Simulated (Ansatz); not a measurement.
# All-electron card of V

```yaml
crystal:
  lattice:
    - [0.00000, 1.89500, 1.89500]
    - [1.89500, 0.00000, 1.89500]
    - [1.89500, 1.89500, 0.00000]
  atoms:
    - { symbol: V, position: [0.00000, 0.00000, 0.00000] }
```

The cell is COD entry 1534881, as deposited and not checked against the literature; nothing was relaxed.

The calculation used DFT, PBE, all-electron LAPW, scalar-relativistic (Ansatz 0.2.0).

Sampling and basis: a Γ-centred 16×16×16 k mesh, Fermi–Dirac smearing of 0.05 eV, basis error target 1 meV/atom, spin-polarised from start moments V 1.5 μB (the moments died away, and the run ended non-magnetic).

- Band gap: none: bands cross the Fermi level, a metal
- Volume per atom: 13.61 Å³

(1) Give the computed value. Pressure at this cell.

(2) Predict this quantity. Density of states at the Fermi level (0.2 eV bin).

## Answers

(1) 3.90 GPa.

(2) 1.63 states/eV per cell.
